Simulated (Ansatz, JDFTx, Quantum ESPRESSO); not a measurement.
# Fitting the LDA energy curve of InAs

```
CELL_PARAMETERS angstrom
0.00000 3.01800 3.01800
3.01800 0.00000 3.01800
3.01800 3.01800 0.00000
ATOMIC_POSITIONS crystal
In 0.00000 0.00000 0.00000
As 0.75000 0.75000 0.75000
```

The cell was scaled at fixed shape and fractions and run with Ansatz, PseudoDojo LDA, cutoff 1088 eV; LDA, k mesh 8 × 8 × 8 on the cell of 2 atoms, fermi-dirac occupations of 0.05 eV, no spin polarisation, no spin-orbit coupling. Energies are those that the program minimises, any entropy of the smearing included. For a metal such a mesh isn't converged to the digits shown.

```csv
V (Å³/atom),energy over the lowest row (meV/atom)
25.8396,16.681
26.3894,6.229
26.9391,0.861
27.4889,0.000
28.0387,?
28.5885,9.909
29.1383,19.846
```

Task: Fit the third-order Birch-Murnaghan form, give V0, B0 and B′, and predict the energy left open.

Result: With y = (V0/V)^(2/3), E = E0 + (9 V0 B0/16) [(y - 1)³ B′ + (y - 1)² (6 - 4y)]. Least squares through the rows shown give V0 = 27.3234 Å³/atom, E0 = -0.186 meV, B0 = 60.25 GPa (1 eV/Å³ = 160.218 GPa) and B′ = 4.76, with a largest miss of 0.003 meV. At V = 28.0387 the form with these constants gives 3.165 meV; the run gave 3.161 meV an atom. Other set-ups at this level, from all their volumes (Å³/atom, GPa): JDFTx, PseudoDojo-SR-LDA-0.4.1-standard: V0 27.320, B0 60.27; Quantum ESPRESSO, PseudoDojo 0.4.1 SR LDA standard: V0 27.320, B0 60.27. Measured volume: 27.8 Å³/atom at 298.15 K (a printed reference work), so the fit lies -1.7 % from it. The runs are for a static lattice.
